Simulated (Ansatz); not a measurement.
Crystal: Ti.

```
CELL_PARAMETERS angstrom
4.56737 0.00000 0.00000
-2.28369 3.95546 0.00000
0.00000 0.00000 2.82624
ATOMIC_POSITIONS crystal
Ti 0.66667 0.33333 0.50000
Ti 0.33333 0.66667 0.50000
Ti 0.00000 0.00000 0.00000
```

This isn't the form of Ti at room conditions, which is hcp.

Base run:

| Quantity | Value |
| --- | --- |
| Program | Ansatz 0.2.0 |
| Functional | r2SCAN |
| Potentials or basis | Ansatz PAW |
| Cutoff | 500 eV |
| Density cutoff | 2000 eV |
| k mesh | 7 × 7 × 9 |
| Occupations | fermi-dirac, width 0.05 eV |
| Spin | no spin polarisation |

Its results: band gap on the k mesh none (metal or under the smearing width); pressure -0.1 GPa.

Problem. The run is repeated on the same cell with these changes: functional from r2SCAN to PBEsol; cutoff from 500 eV to 420 eV; density cutoff from 2000 eV to 1680 eV. What comes out?

Solution. Band gap on the k mesh none (metal or under the smearing width); pressure -3.7 GPa.

Caveats: the PAW data sets come from PBE, with cores solved anew for the run's functional, which leaves a small shift of forces and pressure.

Not every run made on this cell is shown here.
